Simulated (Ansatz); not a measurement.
# BaTiO3: the cost of one run

All numbers are computed with the Python package of Ansatz 0.2.0. The levels of theory stand in the script.

**1. The structure**

The structure is trigonal, space group R3m (No. 160). The conventional cell has a = 5.655 Å, b = 5.655 Å, c = 6.955 Å, α = 90.00°, β = 90.00°, γ = 120.00°. Around Ba (site symmetry 3m) lie 12 O at 2.79 to 2.89 Å. Ti (site symmetry 3m) is surrounded by 6 O at 1.87 to 2.14 Å. Around O (site symmetry m) lie 2 Ti at 1.87 to 2.14 Å.

The script reads batio3.cif:

```cif
data_BaTiO3
_cell_length_a 4.004200
_cell_length_b 4.004200
_cell_length_c 4.004200
_cell_angle_alpha 89.83700
_cell_angle_beta 89.83700
_cell_angle_gamma 89.83700
_symmetry_space_group_name_H-M 'P 1'
_symmetry_Int_Tables_number 1
loop_
_symmetry_equiv_pos_as_xyz
'x, y, z'
loop_
_atom_site_label
_atom_site_type_symbol
_atom_site_fract_x
_atom_site_fract_y
_atom_site_fract_z
Ba1 Ba    0.000000    0.000000    0.000000
Ti2 Ti    0.484500    0.484500    0.484500
O3 O    0.508600    0.508600    0.017500
O4 O    0.017500    0.508600    0.508600
O5 O    0.508600    0.017500    0.508600
```

**2. The script**

Contents of xc.py:

```python
"""One structure of BaTiO3 under several functionals."""

import argparse

import ansatz as az
from ase.io import read

parser = argparse.ArgumentParser(description="One structure of BaTiO3 under several functionals.")
parser.add_argument("--filling", required=True, help="how the bands are filled")
args = parser.parse_args()


def main() -> None:
    atoms = read("batio3.cif")
    structure = az.Crystal.from_ase(atoms)

    calculation = (
        structure.calculation()
        .kpoints(6)
        .occupations(args.filling)
        .stress()
    )

    rows = []
    for value in ["blyp", "r2scan", "pbesol"]:
        rep = calculation.functional(value).run(threads=1, backend="cpu").report
        rows.append((value, rep["free_energy_ev"] / len(rep["lattice"]["sites"]), rep["n_iterations"], sum(rep["stress_gpa"][i][i] for i in range(3)) / 3, rep["n_kpoints"]))

    print("  functional   F/atom (eV)    iterations       P (GPa)      k-points")
    for row in rows:
        print(f"{str(row[0]):>12s}  {row[1]:12.5f}  {row[2]:12d}  {row[3]:12.3f}  {row[4]:12d}")


if __name__ == "__main__":
    main()
```

**3. The input behind the calls**

The engine receives this input (first run):

```yaml
crystal:
  lattice:
    - [4.0042, 0.0, 0.0]
    - [0.011391479881118783, 4.004183796254377, 0.0]
    - [0.011391479881118783, 0.011359118422246468, 4.004167684377714]
  atoms:
    - { symbol: Ba, position: [0.0, 0.0, 0.0] }
    - { symbol: Ti, position: [0.48450000000000004, 0.4845, 0.4845] }
    - { symbol: O, position: [0.5086, 0.5085999999999999, 0.0175] }
    - { symbol: O, position: [0.0175, 0.5085999999999998, 0.5086] }
    - { symbol: O, position: [0.5086, 0.0175, 0.5086] }
kpoints:
  mp_grid:
    grid: [6, 6, 6]
hamiltonian:
  xc: blyp
scf:
  occupations:
    method: fixed
output:
  stress: true
```

**4. Running it**

On the command line:

```console
$ python xc.py --filling fixed
```

What time and memory should one allow on 1 thread of Arm Neoverse V1, shared host?

About 25 s, with a peak of 0.57 GiB.
